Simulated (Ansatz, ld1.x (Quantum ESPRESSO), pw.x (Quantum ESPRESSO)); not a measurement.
# In (fcc): variants of one TM potential in the solid

```json
{
  "Element": "In",
  "Generator": "ld1.x (Quantum ESPRESSO) 7.5",
  "Type": "norm-conserving Troullier–Martins (Kleinman–Bylander form)",
  "Functional": "PBE",
  "Relativity": "scalar-relativistic",
  "Frozen core": "[Kr] 4d10",
  "Valence charge": "3",
  "Reference configuration": "5s1 5p2",
  "Partial waves": "5s (bound): rc 2.20 bohr; 5p (bound): rc 2.70 bohr",
  "Local potential": "the p channel",
  "Core correction": "none"
}
```

Crystal test: fcc In in pw.x 7.5, no spin, 12³ k-points, Fermi–Dirac smearing 0.01 Ry, cutoffs set for each file from its atomic test. The reference is all-electron LAPW (Ansatz 0.2.0) with the same functional, mesh and smearing; V0 and B0 come from Birch–Murnaghan fits to the pressures at five volumes. Errors are pseudo minus all-electron; Δ is the rms difference of the E(V) curves that follow from these fits, minima aligned, over ±6 % about the mean V0. Mesh and smearing are coarse, so the numbers serve the comparison and aren't converged zero-temperature values; the lattice is a test structure that the element need not adopt.

All-electron: a0 = 4.791 Å (V0 = 27.50 Å³/atom), B0 = 34.9 GPa.

Base: This is a poor potential for the solid.

A dash in a converged row means that the minimum lies outside the volumes sampled.

| change | cutoffs (Ry) | pw.x | a0 (Å) | a0 error (%) | B0 error (%) | Δ (meV/atom) | mean pressure error (GPa) |
| --- | --- | --- | --- | --- | --- | --- | --- |
| base | 35/140 | converged | – | – | – | – | -7.12 |
| wave 5s (bound): rc 2.20 bohr becomes 5s (bound): rc 1.52 bohr | 120/480 | converged | – | – | – | – | -7.13 |
| core [Kr], valence charge 13; reference 4d10 5s2 5p1; waves now 5s (bound): rc 1.60 bohr; 4d (bound): rc 1.65 bohr; 5p (bound): rc 2.35 bohr; core correction a·sin(br)/r model core, default radius (core density twice the valence density) | 170/680 | converged | 4.859 | +1.42 | -4.5 | 8.9 | +1.53 |
| core correction a·sin(br)/r model core inside 1.68 bohr | 50/200 | converged | – | – | – | – | -8.14 |
| local potential the s channel | 35/140 | converged | – | – | – | – | -8.64 |
| reference 5s2 5p0.75 | 40/160 | converged | – | – | – | – | -9.51 |
